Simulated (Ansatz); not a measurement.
# A series in volume per atom on TePb

Results calculated with Ansatz 0.2.0, not measured. Periodic Kohn-Sham DFT of a crystal at fixed atoms; pressure and stress are positive in compression; the energy is the free energy less that of spherical unpolarised free atoms; site moments are those in the method's own spheres, positive along +z.

Cell of the first row (space group Fm-3m, No. 225):
```
CELL_PARAMETERS angstrom
0.00000 3.16110 3.16110
3.16110 0.00000 3.16110
3.16110 3.16110 0.00000
ATOMIC_POSITIONS crystal
Te 0.50000 0.50000 0.50000
Pb 0.00000 0.00000 0.00000
```

Settings of every row: method all-electron PAW; functional PBEsol; relativity scalar; k mesh 10x10x10; filling fermi-dirac; smearing width 0.03 eV; nucleus gaussian.

Atom start moment: 0 on all atoms.

Limits: no spin-orbit coupling on heavy atoms.

| row | volume per atom (Å³) | pressure (GPa) |
| --- | --- | --- |
| 1 | 31.588 | 2.897 |
| 2 | 32.26 | 1.738 |
| 3 | 32.932 | 0.702 |
| 4 | 33.268 | 0.226 |
| 5 | 33.604 | -0.224 |
| 6 | 33.941 | ? |
| 7 | 34.277 | -1.054 |
| 8 | 34.949 | -1.796 |
| 9 | 35.621 | -2.459 |

Question: what pressure should row 6 give?

Worked fit of pressure. Take u = (V_r/V)^(2/3) − 1 with V_r = 33.436 Å³ an atom, which is twice the finite (Eulerian) strain; such expansions in the strain, on which the Birch-Murnaghan equation of state is built, carry the rest volume and the bulk modulus. The shown rows have u = 0.03863, 0.02416, 0.01018, 0.00336, -0.00334, -0.01642, -0.02907, -0.04132. Least squares give pressure = −0.0023 + 67.205 × u + 195.48 × u² + 196 × u³ GPa; a parabola predicts inner rows, each left out in turn, worse (root mean square 0.0031 against 0.00056 GPa). The rows lie off it by 0.000, 0.000, 0.000, 0.000, 0.001, 0.000, 0.000, 0.000. The pressure vanishes at u = 0.0000, or V = 33.43 Å³ an atom, and there the bulk modulus at fixed shape and fractions is B = −V dP/dV = (2/3)(1 + u) dP/du = 44.8 GPa. The withheld row has u = -0.00994, so the fit gives −0.0023 + 67.205 × (-0.00994) + 195.48 × (-0.00994)² + 196 × (-0.00994)³ = -0.651 GPa.

The calculation gave -0.651 GPa. The fit meets it to the printed digit.
